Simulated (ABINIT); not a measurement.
# Ni (Fm-3m) in ABINIT: single point with PBEsol

Aim: the single point of Ni with PBEsol.

Program: ABINIT 10.8.3 (patched build). These are calculated values, not measurements. Logs are shortened: lines on timing, memory, paths and dates and some standing lists are left out, and cuts for length are marked. The log counts tension as positive stress, the text compression.

## Step 1: Starting point

Symmetry: Fm-3m, No. 225, cubic system. The conventional cell has a = 3.475 Å, b = 3.475 Å, c = 3.475 Å, α = 90.00°, β = 90.00°, γ = 90.00°. Around Ni (site symmetry m-3m) lie 12 Ni at 2.46 Å.

## Step 2: Single point, PBEsol, collinear spin, ferromagnetic start

run.abi reads:

```
pp_dirpath "./"
pseudos "Ni.upf"

acell 2.4572992075 2.4572992075 2.4572992075 Angstrom
rprim
     0.0000000000     0.7071067812     0.7071067812
     0.7071067812     0.0000000000     0.7071067812
     0.7071067812     0.7071067812     0.0000000000
ntypat 1
znucl 28
natom 1
typat 1
xred
     0.0000000000     0.0000000000     0.0000000000

ecut 45.0

kptopt 1
ngkpt 10 10 10
nshiftk 1
shiftk 0.0 0.0 0.0

ixc -116133

nband 14
occopt 3
tsmear 0.00183747

nsppol 2
spinat
     0.0000000000     0.0000000000     1.0000000000

nstep 100
tolvrs 1.0e-10

iomode 3
prtwf 0
prteig 0
prtebands 0
enunit 1
prtden 1
prtvha 1
prtvclmb 1
prtpot 1
```

Potentials or basis: PseudoDojo NC SR PBEsol v0.4.1 standard.

The run is started by

```bash
$ mpirun --bind-to none -np 4 abinit run.abi > log 2>&1
```

run.abo:

```text
.Version 10.8.3 of ABINIT
 Symmetries : space group Fm -3 m (#225); Bravais cF (face-center cubic)
================================================================================
 Values of the parameters that define the memory need of the present run
     intxc =       0    ionmov =       0      iscf =       7    lmnmax =       6
     lnmax =       6     mgfft =      30  mpssoang =       3    mqgrid =    3001
     natom =       1  nloc_mem =       1    nspden =       2   nspinor =       1
    nsppol =       2      nsym =      48    n1xccc =    2501    ntypat =       1
    occopt =       3   xclevel =       2
       mpw =        1032          nfft =       27000          nkpt =          47
================================================================================
================================================================================

--------------------------------------------------------------------------------
------------- Echo of variables that govern the present computation ------------
--------------------------------------------------------------------------------
 -outvars: echo values of preprocessed input variables --------
            acell      4.6436225116E+00  4.6436225116E+00  4.6436225116E+00 Bohr
              amu      5.86900000E+01
             ecut      4.50000000E+01 Hartree
           enunit           1
              ixc     -116133
         kptrlatt       10    0    0      0   10    0      0    0   10
          kptrlen      4.64362251E+01
            natom           1
            nband          14
            ngfft          30      30      30
             nkpt          47
           nspden           2
           nsppol           2
            nstep         100
             nsym          48
           ntypat           1
           occopt           3
        prtebands           0
           prteig           0
           prtpot           1
         prtvclmb           1
           prtvha           1
            prtwf           0
            rprim      0.0000000000E+00  7.0710678120E-01  7.0710678120E-01
                       7.0710678120E-01  0.0000000000E+00  7.0710678120E-01
                       7.0710678120E-01  7.0710678120E-01  0.0000000000E+00
          spgroup         225
           spinat      0.0000000000E+00  0.0000000000E+00  1.0000000000E+00
           tolvrs      1.00000000E-10
           tsmear      1.83747000E-03 Hartree
            typat      1
            znucl       28.00000

================================================================================

 chkinp: Checking input parameters for consistency.

================================================================================
== DATASET  1 ==================================================================

--- !DatasetInfo
iteration_state: {dtset: 1, }
dimensions: {natom: 1, nkpt: 47, mband: 14, nsppol: 2, nspinor: 1, nspden: 2, mpw: 1032, }
[... 79 lines left out ...]
    Atom    Radius    up_density   dn_density  Total(up+dn)  Diff(up-dn)
    1 Ni   2.00000     8.559818     7.798763     16.358581     0.761055
 ------------------------------------------------------------------------------------------------------------
  Sum:                 8.559818     7.798763     16.358581     0.761055
 Total magnetization (from the atomic spheres):                0.761055
 Total magnetization (exact up - dn):                          0.722215

================================================================================

 ----iterations are completed or convergence reached----

 Mean square residual over all n,k,spin=   20.720E-08; max=  17.131E-05
 reduced coordinates (array xred) for    1 atoms
       0.000000000000      0.000000000000      0.000000000000
 rms dE/dt=  0.0000E+00; max dE/dt=  0.0000E+00; dE/dt below (all hartree)
    1       0.000000000000      0.000000000000      0.000000000000

 cartesian coordinates (angstrom) at end:
    1      0.00000000000000     0.00000000000000     0.00000000000000

 cartesian forces (hartree/bohr) at end:
    1     -0.00000000000000    -0.00000000000000    -0.00000000000000
 frms,max,avg= 0.0000000E+00 0.0000000E+00   0.000E+00  0.000E+00  0.000E+00 h/b

 cartesian forces (eV/Angstrom) at end:
    1     -0.00000000000000    -0.00000000000000    -0.00000000000000
 frms,max,avg= 0.0000000E+00 0.0000000E+00   0.000E+00  0.000E+00  0.000E+00 e/A
 length scales=  4.643622511585  4.643622511585  4.643622511585 bohr
              =  2.457299207500  2.457299207500  2.457299207500 angstroms
 Fermi (or HOMO) energy (eV) =  11.76624   Average Vxc (eV)= -14.38724
 Eigenvalues (   eV  ) for nkpt=  47  k points, SPIN UP:
 kpt#   1, nband= 14, wtk=  0.00100, kpt=  0.0000  0.0000  0.0000 (reduced coord)
 -91.73531  -52.13988  -52.13988  -52.13988    2.34262    9.11259    9.11259    9.11259
  10.37726   10.37726   35.56059   39.73278   39.73278   39.73278
 prteigrs : prtvol=0 or 1, do not print more k-points.

 Eigenvalues (   eV  ) for nkpt=  47  k points, SPIN DOWN:
 kpt#   1, nband= 14, wtk=  0.00100, kpt=  0.0000  0.0000  0.0000 (reduced coord)
 -90.92337  -51.26624  -51.26624  -51.26624    2.32621    9.96743    9.96743    9.96743
  11.11301   11.11301   35.45305   39.73685   39.73685   39.73685
 prteigrs : prtvol=0 or 1, do not print more k-points.

--- !EnergyTerms
iteration_state     : {dtset: 1, }
comment             : Components of total free energy in Hartree
kinetic             :  7.88461194374463E+01
hartree             :  4.56501833742276E+01
xc                  : -2.12312357539587E+01
Ewald energy        : -1.13101765475609E+02
psp_core            :  4.97562275360800E+00
local_psp           : -1.36260601974815E+02
non_local_psp       : -2.65291076469492E+01
internal            : -1.67650785286051E+02
'-kT*entropy'       : -4.82307164002670E-04
total_energy        : -1.67651267593215E+02
total_energy_eV     : -4.56202339710729E+03
band_energy         : -1.47243157317349E+01
...

 Cartesian components of stress tensor (hartree/bohr^3)
  sigma(1 1)=  1.05985307E-04  sigma(3 2)=  0.00000000E+00
  sigma(2 2)=  1.05985307E-04  sigma(3 1)=  0.00000000E+00
  sigma(3 3)=  1.05985307E-04  sigma(2 1)=  0.00000000E+00

-Cartesian components of stress tensor (GPa)         [Pressure= -3.1182E+00 GPa]
- sigma(1 1)=  3.11819540E+00  sigma(3 2)=  0.00000000E+00
- sigma(2 2)=  3.11819540E+00  sigma(3 1)=  0.00000000E+00
- sigma(3 3)=  3.11819540E+00  sigma(2 1)=  0.00000000E+00

== END DATASET(S) ==============================================================
================================================================================

 -outvars: echo values of variables after computation  --------
            acell      4.6436225116E+00  4.6436225116E+00  4.6436225116E+00 Bohr
           etotal     -1.6765126759E+02
            fcart     -0.0000000000E+00 -0.0000000000E+00 -0.0000000000E+00
            rprim      0.0000000000E+00  7.0710678120E-01  7.0710678120E-01
                       7.0710678120E-01  0.0000000000E+00  7.0710678120E-01
                       7.0710678120E-01  7.0710678120E-01  0.0000000000E+00
           strten      1.0598530747E-04  1.0598530747E-04  1.0598530747E-04
                       0.0000000000E+00  0.0000000000E+00  0.0000000000E+00
 Calculation completed.
```

It took 11 s on 4 MPI ranks of Intel Xeon Platinum 8375C at 2.90GHz (Ice Lake), shared host; peak memory 0.28 GiB.

What came out:

```yaml
Free_energy: -4562.0234 eV
Pressure: -3.1 GPa
Band_gap_on_the_k_mesh: none (metal or under the smearing width)
Net_moment: 0.72 μB per cell
Site_moments: Ni +0.76 μB
Valence_electrons_inside_the_program's_atomic_spheres: Ni 16.36 (radii [1.0584] Å)
```

Levels at points of the mesh, in eV from the Fermi level:
Spin up:
```
           k point  band 7  band 8  band 9  band 10  band 11  band 12
(0.00, 0.00, 0.00)   -2.65   -2.65   -1.39    -1.39    23.79    27.97
(0.50, 0.00, 0.00)   -2.63   -0.70   -0.70    -0.51     5.79    22.31
(0.50, 0.50, 0.00)   -0.63   -0.56   -0.56     2.30     9.42    14.98
```
Spin down:
| k point | band 5 | band 6 | band 7 | band 8 | band 9 | band 10 | band 11 | band 12 | band 13 | band 14 |
| --- | --- | --- | --- | --- | --- | --- | --- | --- | --- | --- |
| (0.00, 0.00, 0.00) | -9.44 | -1.80 | -1.80 | -1.80 | -0.65 | -0.65 | 23.69 | 27.97 | 27.97 | 27.97 |
| (0.50, 0.00, 0.00) | -4.69 | -1.89 | -1.89 | -0.55 | 0.19 | 0.19 | 6.28 | 22.20 | 25.19 | 25.19 |
| (0.50, 0.50, 0.00) | -4.56 | -3.83 | 0.13 | 0.42 | 0.42 | 2.29 | 9.73 | 15.00 | 15.00 | 20.15 |
